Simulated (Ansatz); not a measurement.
# Ga: a tetragonal deformation path

One table from this session's results is given with a row withheld; the runs are named, their logs left out.

Method: DFT r2SCAN, scalar-relativistic, plane waves, PAW, in Ansatz 0.2.0.

## Starting point

Symmetry: I4/mmm, No. 139, tetragonal system. The conventional cell has a = 2.808 Å, b = 2.808 Å, c = 4.458 Å, α = 90.00°, β = 90.00°, γ = 90.00°. Around Ga (site symmetry 4/mmm) lie 12 Ga at 2.81 to 2.99 Å.

Coordinates:

```cif
data_structure
_symmetry_space_group_name_H-M 'P 1'
_symmetry_Int_Tables_number 1
_cell_length_a 2.9851
_cell_length_b 2.9851
_cell_length_c 2.9851
_cell_angle_alpha 123.888
_cell_angle_beta 123.888
_cell_angle_gamma 83.388
_cell_volume 17.58
loop_
_atom_site_label
_atom_site_type_symbol
_atom_site_fract_x
_atom_site_fract_y
_atom_site_fract_z
_atom_site_occupancy
Ga1 Ga 0.00000 0.00000 0.00000 1
```

No relaxation comes first: the listed cell is the starting point.

The first run:

input.yaml

```yaml
crystal:
  lattice:
    - [-1.404, 1.404, 2.229]
    - [1.404, -1.404, 2.229]
    - [1.404, 1.404, -2.229]
  atoms:
    - { symbol: Ga, position: [0.0, 0.0, 0.0] }
basis:
  ecutwfc: 500
kpoints:
  mp_grid: { grid: [26, 26, 26] }
hamiltonian:
  xc: r2scan
scf:
  occupations: { method: gaussian, width: 0.15 }
output:
  forces: true
  stress: true
  eigenvalues: true
  write_density: true
  write_potential: true
  elf: true
  volumetric_format: npy
```

Started as:

```bash
> ansatz run input.yaml --threads 1 --pin off --max-ram 2560MiB --backend cpu --events-out ev --progress --plain --runs-dir out
```

Steps of the session up to this table: Zero of the scan; ρ = 0.850; At ρ = 1.200; At ρ = 0.920; Point ρ = 1.100; Point ρ = 0.960; At ρ = 1.050; Point ρ = 0.800; At ρ = 1.300.

One of the session's tables, all rows but one given; the rest of the session is left out.

The scan, with free energies counted from the undisturbed cell:

```
    ρ  ΔE (meV/atom)  pressure (GPa)
0.800            6.5             1.0
0.850            2.8             0.9
0.920            2.7             0.9
0.960            0.4             0.9
1.000            0.0             0.9
1.050            0.1             1.1
1.100              ?               ?
1.200           22.7             2.5
1.300           69.6             5.1
```

**Question.** Estimate the row for ρ = 1.100.

Worked estimate for «ΔE (meV/atom)». A straight line through the neighbours (1.050, 0.1) and (1.200, 22.7) gives 0.1 + (22.7 − 0.1) × (1.100 − 1.050) / (1.200 − 1.050) = 7.6; a parabola fitted to 4 rows on both sides gives 1.1.

The run gave: ΔE (meV/atom): 4.5; pressure (GPa): 1.3. In «ΔE (meV/atom)» the line misses by +3.1 and the parabola by -3.4.
